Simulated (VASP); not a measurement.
Input of a VASP 6.6.1 run:

The input INCAR:

```
SYSTEM = AgCl
  PREC = Accurate
  ENCUT = 600
  EDIFF = 1E-7
  ISMEAR = 0
  SIGMA = 0.03
  LREAL = .FALSE.
  LASPH = .TRUE.
  NELM = 80
  ALGO = Normal
  ISIF = 2
  LWAVE = .FALSE.
  LCHARG = .FALSE.
  METAGGA = R2SCAN
  LMIXTAU = .TRUE.
  IBRION = 2
  NSW = 40
  EDIFFG = -0.01
```

File KPOINTS:

```
regular mesh
0
G
  8 8 8
  0 0 0
```

File POSCAR:

```
AgCl                                    
1.0
    0.0000000000      2.7154128198      2.7154128198
    2.7154128198     -0.0000000000      2.7154128198
    2.7154128198      2.7154128198      0.0000000000
  Ag              Cl            
     1     1
Direct
     1.0000000000000000    0.0000000000000000    1.0000000000000000
     0.5000000000000000    0.5000000000000000    0.5000000000000000
```

Potentials or basis: VASP PAW PBE potentials, release 64 (Ag, Cl).

Launch:

```bash
$ cat potpaw_PBE.64/Ag/POTCAR potpaw_PBE.64/Cl/POTCAR > POTCAR
$ mpirun -np 1 vasp_std > vasp.out
```

Estimate the band gap on the k mesh.

1.43 eV, indirect (least direct gap 3.94 eV).

Final structure:
```
Ag Cl
1.0
     0.00000    2.71541    2.71541
     2.71541    0.00000    2.71541
     2.71541    2.71541    0.00000
Ag Cl
1 1
Direct
  0.00000 0.00000 0.00000
  0.50000 0.50000 0.50000
```

Caveat: the relaxation stopped at its first step, so nothing moved. A k mesh can miss the band edges.
